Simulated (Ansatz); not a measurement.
**Heat of formation of C3H6O (propionaldehyde) from total energies**

C3H6O has 10 atoms, charge 0, and is taken as a singlet. As SMILES, `CCC=O`. The shape is that of a PBE0-D4/def2-TZVP optimisation. This is one conformer, not always the lowest.

```csv
atom,x (Å),y (Å),z (Å)
C,-0.7077,0.5513,0.7345
C,0.0100,-0.6113,0.0593
C,0.9046,-0.1382,-1.0463
O,0.8769,-0.5369,-2.1775
H,-1.2912,0.2033,1.5880
H,0.0026,1.2975,1.1001
H,-1.3893,1.0485,0.0411
H,-0.6880,-1.3467,-0.3449
H,0.6501,-1.1193,0.7923
H,1.6320,0.6517,-0.7466
```

Total energies at CAM-B3LYP/cc-pVDZ (Ansatz 0.2.0); the atoms run unrestricted:

| species | state | energy (Eh) |
| --- | --- | --- |
| C3H6O | singlet | -193.049787 |
| C | triplet | -37.829365 |
| O | triplet | -75.044899 |
| H | doublet | -0.497894 |

Harmonic wavenumbers at PBE0-D4/def2-TZVP, in cm⁻¹: 76, 213, 325, 512, 760, 879, 921, 1037, 1138, 1161, 1269, 1324, 1403, 1421, 1457, 1492, 1497, 1845, 2870, 3036, 3054, 3113, 3133, 3139.

Measured heats of formation of the gaseous atoms at 298.15 K, in kJ/mol: C 716.9, O 249.2, H 218.0. Spin-orbit lowering of the atoms at 298 K (mean of the ground term's levels less their thermal mean, from spectra), in kJ/mol: C 0.02, O 0.40. Take 1 Eh = 2625.50 kJ/mol, 1 cm⁻¹ = 0.0119627 kJ/mol, RT = 2.479 kJ/mol.

Question: What heat of formation follows?

Answer: 
1. Electronic atomisation energy: 3 × (-37.829365) + (-75.044899) + 6 × (-0.497894) − (-193.049787) = 1.529429 Eh = 4015.5 kJ/mol.
2. Zero-point energy: half the sum of the wavenumbers, 18537.5 cm⁻¹ = 221.8 kJ/mol.
3. Thermal vibrational enthalpy, Σ hcν̃/(exp(hcν̃/kT) − 1): 5.9 kJ/mol. Translation, rotation and pV of a non-linear molecule: 4 RT = 9.9 kJ/mol.
4. The 10 free atoms carry 5/2 RT each: 62.0 kJ/mol.
5. Spin-orbit coupling lowers the free atoms by 3 × 0.02 + 0.40 = 0.5 kJ/mol.
6. Atomisation enthalpy at 298 K: 4015.5 − 0.5 − 221.8 − 5.9 − 9.9 + 62.0 = 3839.4 kJ/mol.
7. Sum of the atoms' heats of formation: 3707.9 kJ/mol. Heat of formation: 3707.9 − 3839.4 = -131.5 kJ/mol.

The tabulated value is -185.6 kJ/mol (CRC Handbook of Chemistry and Physics), so this level is off by +54.1 kJ/mol, or 1.4 % of the atomisation enthalpy. Anharmonicity and any spin-orbit splitting of the molecule are left out.
